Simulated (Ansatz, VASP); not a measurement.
# BaTe: VASP beside Ansatz, part 2 of 2

One calculation is typed for both programs; each brings its own data sets and cutoff. How far apart do they land?  Other levels of theory on this material are compared in a session of their own.

VASP 6.6.1 and Ansatz 0.2.0.

So far: Starting point; VASP: dielectric response, PBE.

The database entry behind the starting cell differs from later determinations by our own check (about 2.5 % short), so it need not match the best structure at ambient conditions.

## (3) Ansatz: dielectric response, PBE

Level of this step: Ansatz beside VASP: Kohn-Sham DFT, plane waves, PBE (Ansatz).

Ansatz runs on its default PAW (the set named soft_2) files.

The same cell, functional and mesh now go to Ansatz, which takes its cutoff from its data sets.

File input.yaml:

```yaml
crystal:
  lattice:
    - [0.0, 3.41, 3.41]
    - [3.41, 0.0, 3.41]
    - [3.41, 3.41, 0.0]
  atoms:
    - { symbol: Ba, position: [0.0, 0.0, 0.0] }
    - { symbol: Te, position: [0.5, 0.5, 0.5] }
hamiltonian:
  xc: pbe
  pseudopotentials: { kind: paw }
kpoints:
  mp_grid: { grid: [9, 9, 9] }
scf:
  occupations: { method: fixed }
dielectric:
  method: response
```

Started as:

```
$ ansatz run input.yaml --threads 2 --pin off --max-ram 4608MiB --backend cpu --events-out ev --progress --plain --runs-dir out
```

Numbers of over 12 decimals in the logs are rounded to 6 here.

The log of the run:

```text
Engine: ansatz 0.2.0, x86_64-unknown-linux-gnu
Pseudopotentials: kind: paw
Pseudopotential: Ba, paw, valence charge 10, recommended cutoff 420 eV (normal), Ba.paw.azcp
Pseudopotential: Te, paw, valence charge 16, recommended cutoff 420 eV (normal), Te.paw.azcp
Functional definition: PBE
  parameter kappa = 0.804
  parameter beta = 0.066725
  exchange = pbe_x(kappa = kappa, mu = beta*pi^2/3)
  correlation = pbe_c(beta = beta)
Crystal: 2 atoms, lattice volume = 79.304 Å³
Basis set: ecut = 420 eV, 1471 PW (Γ), exchange–correlation on 72×72×72 points (8 copies of the dense FFT grid, shifted against one another)
Bands: 17, of which v1, the nominal top of the filled ones, is band 13 counted from 1 (12 counted from 0)
Symmetry: 48 space group operations
k-points: 75 of 729 (irreducible under 8 space group operations, time reversal used)
Non-local potential: Ba, projectors of the file, l = 0: 3, l = 1: 2, l = 2: 2, l = 3: 2
Non-local potential: Te, projectors of the file, l = 0: 2, l = 1: 2, l = 2: 2, l = 3: 2
PAW form: soft (Blöchl's): semilocal exchange-correlation on the pseudo side does not see the compensation charge
PAW one-centre angular grid: Ba, 194 points (default); XC on 64 Gauss nodes
PAW one-centre angular grid: Te, 590 points (default); XC on 64 Gauss nodes
Initial density: superposition of atomic densities (neutral atoms: chi_scale 0, normalization atom), corrected by the library's trained network
Initial wavefunctions: pseudopotential atomic-orbital guess
Functional: x = pbe(κ = 0.804, μ = 0.219515), c = pbe(β = 0.066725)
SCF iter   1: F=—  HF=-12933.043460 eV  |F-HF|=—  |Δ(HF+E_count)|=         —  Δρ=7.88e-4  dr2=1.26e-3  ethr=1.77e-3  ⟨swp⟩=6.2  Hψ=6308  notcnv=0  defer=118
preconditioner: auto → none  [insulator: Δε(μ)=1.433 eV  Ē_g=11.318 eV  n_scr=14 (ndim 8)  ℏωp=15.6 eV  f_vac=0.005  ε∞_Penn≈2.9]
SCF iter   2: F=—  HF=-12933.042496 eV  |F-HF|=—  |Δ(HF+E_count)|=   9.64e-4  Δρ=2.12e-4  dr2=3.25e-5  ethr=4.86e-6  ⟨swp⟩=3.0  Hψ=3117  notcnv=0  defer=144
SCF iter   3: F=—  HF=-12933.042534 eV  |F-HF|=—  |Δ(HF+E_count)|=   3.74e-5  Δρ=8.82e-5  dr2=3.95e-6  ethr=1.25e-7  ⟨swp⟩=2.0  Hψ=1962  notcnv=0  defer=139
SCF iter   4: F=—  HF=-12933.042546 eV  |F-HF|=—  |Δ(HF+E_count)|=   1.18e-5  Δρ=1.83e-5  dr2=1.34e-7  ethr=1.52e-8  ⟨swp⟩=2.1  Hψ=1830  notcnv=0  defer=76
SCF iter   5: F=—  HF=-12933.042546 eV  |F-HF|=—  |Δ(HF+E_count)|=   8.21e-8  Δρ=2.16e-6  dr2=3.29e-9  ethr=5.16e-10  ⟨swp⟩=2.1  Hψ=1952  notcnv=0  defer=43
SCF iter   6: F=-12933.042546 eV  HF=-12933.042546 eV  |F-HF|=1.62e-10  |Δ(HF+E_count)|=   4.62e-9  Δρ=3.43e-7  dr2=3.58e-11  ethr=1.00e-12  ⟨swp⟩=5.7  Hψ=8143  notcnv=0
SCF 1 converged in 6 iterations: F = -12933.042546 eV  dr2 = 3.58e-11
  greatest PAW one-centre occupation: 0.998 electrons in one spin orbital (limit 2), on the Te atom at site 1 (counted from 0), in its partial waves of l = 2
NSCF: frozen V_eff on 5 k-points
DFPT response loops at Γ: preconditioner auto → none (the input reference at scf.mixing.eps_inf says where Resta's filter doesn't serve); β = 0.50; Broyden in place of MSR1
── the response to a field inside a basis, on 10×10×10 k-points: an SCF that follows is theirs, and a resumed run solves both again ──
Bands: 14, of which v1, the nominal top of the filled ones, is band 13 counted from 1 (12 counted from 0)
k-points: 110 of 1000 (irreducible under 12 space group operations)
Initial density: handed on by an earlier stage of this run
Initial wavefunctions: pseudopotential atomic-orbital guess (no wavefunctions were taken with the density)
Eigensolver: Dense (110 Hₖ)
SCF iter   1: F=—  HF=-12933.039577 eV  |F-HF|=—  |Δ(HF+E_count)|=         —  Δρ=6.64e-5  dr2=6.62e-7  ethr=1.00e-1
preconditioner: auto → none  [insulator: Δε(μ)=1.544 eV  Ē_g=9.883 eV  n_scr=14 (ndim 8)  ℏωp=15.6 eV  f_vac=0.003  ε∞_Penn≈3.5]
SCF iter   2: F=—  HF=-12933.039578 eV  |F-HF|=—  |Δ(HF+E_count)|=   1.22e-6  Δρ=3.24e-5  dr2=1.93e-7  ethr=2.55e-9
SCF iter   3: F=-12933.039579 eV  HF=-12933.039579 eV  |F-HF|=1.14e-8  |Δ(HF+E_count)|=   5.97e-7  Δρ=7.02e-6  dr2=4.36e-8  ethr=7.42e-10
SCF 1 converged in 3 iterations: F = -12933.039579 eV  dr2 = 4.36e-8
DFPT response loops at Γ: mixed as the last ones told, above
SCF converged after 6 iterations
Free energy (F): -12933.042546 eV
Harris-Foulkes:  -12933.042546 eV  (|F-HF|=1.62e-10)
Internal energy: -12933.042546 eV  (E = F + TS)
E sigma→0 (E₀):  -12933.042546 eV
Fermi energy:    7.231187 eV
--- Per-component energies (eV) ---
  E_band       = -311.777311
  E_kinetic    = 351.754745
  E_local      = -1763.977799  (includes V_loc(G=0)·N_el)
  E_nonlocal   = -252.607058
  E_hartree    = 1006.095380
  E_xc         = -294.191703
  E_vxc        = -242.206372  (∫ρ·V_xc dr)
  E_paw        = -9888.867827  (= ΣΔE_a)
  E_vpaw       = -416.931507  (= ΣTr[D̂ρ^β])
  E_aug_tail   = -0.000206  (compensation charges beyond the density's cutoff)
  E_ewald      = -2091.248078
  E_smearing   = -0.000000  (= −TS)
  E_closure    = 0.000000  (closes the sum)
  Σ components = -12933.042546   (vs F -12933.042546, Δ=0.00e0)
--- Band table (eV; the first three rows and the last of 75) ---
  k-point 0: bands = [... 9 lower, -2.4270, 7.2312, 7.2312, 7.2312, 10.1957, 10.1957, 10.1957, 10.5455]
  k-point 1: bands = [... 9 lower, -2.2951, 6.7917, 7.0226, 7.0226, 10.2200, 10.3596, 10.3596, 11.0882]
  k-point 2: bands = [... 9 lower, -1.9898, 5.9877, 6.6062, 6.6062, 10.3272, 10.8015, 10.8015, 12.2351]
  k-point 74: bands = [... 9 lower, -1.8865, 5.8130, 6.2548, 6.3737, 10.4464, 11.1779, 12.3708, 12.9389]
--- Dielectric response (ions clamped): 3 representative field directions + reference, inside a basis on a mesh of 1000 k-points (Σ response iterations 12) ---
  ε∞ (high-frequency dielectric tensor):
        6.393277     0.000000     0.000000
        0.000000     6.393277     0.000000
        0.000000     0.000000     6.393277
  Born effective charges Z* (e; rows j = field, columns β = displacement):
    site 0:
         2.58523    0.00000   -0.00000
        -0.00000    2.58523    0.00000
         0.00000   -0.00000    2.58523
    site 1:
        -2.58523   -0.00000    0.00000
         0.00000   -2.58523   -0.00000
        -0.00000    0.00000   -2.58523
  Z* charge neutrality: 7.562e-4 e pre-enforcement
  solved inside a basis spanned on kpoints, on 10×10×10 k-points, its susceptibility summed on 14×14×14: ε∞ is read to err by 1.8e-2, Z* by 1.7e-2 e (field_mesh: kpoints solves on kpoints); Z* is corrected for what the basis lacks
```

It took 37 s on 2 threads of Intel Xeon Platinum 8375C at 2.90GHz (Ice Lake), shared host; peak memory 0.79 GiB.

## (4) Differences

Known differences besides the potentials themselves: VASP's response is taken on the typed mesh, Ansatz refines its own for the field response alone; the data sets hold 26 valence electrons in Ansatz (default PAW (the set named soft_2) files) and 16 in VASP; the cutoff is 420 eV in Ansatz and 400 eV in VASP; VASP leaves aspherical gradient terms in its spheres out (LASPH is not set), Ansatz keeps them. Total energies have different zeros and are not compared.

Compared:

```tsv
quantity	Ansatz	VASP	difference
ε∞ xx	6.39	6.59	-2.94 %
ε∞ yy	6.39	6.59	-2.94 %
ε∞ zz	6.39	6.59	-2.94 %
Born charge of Ba1 (mean of the diagonal) (e)	2.59	2.60	-0.02
Born charge of Te2 (mean of the diagonal) (e)	-2.59	-2.60	+0.02
```

## (5) Outcome

| Property | Result |
| --- | --- |
| difference in ε∞ xx (dielectric response, PBE) | -2.9 % |

In words: The difference in ε∞ xx is -2.9 % (dielectric response, PBE), within the 5 % picked in this series as the mark of a large difference. 10 further runs of this series are not shown here. Such differences can come from data sets, numerical settings and the points named under the comparisons, not from the functional's error against experiment.

[Lines on the potential files, build, host, timing and source positions are cut from VASP's logs without a mark.]

[Logs are printed without paths, hosts, clocks, repeated set-up lines and the standing remarks that a program may print on its own settings, such as how far it seeks lower states.]

[Hosts, paths, dates, database ids (printed as entryN), source tags and the programs' standing remarks are cut or masked in the printed files.]
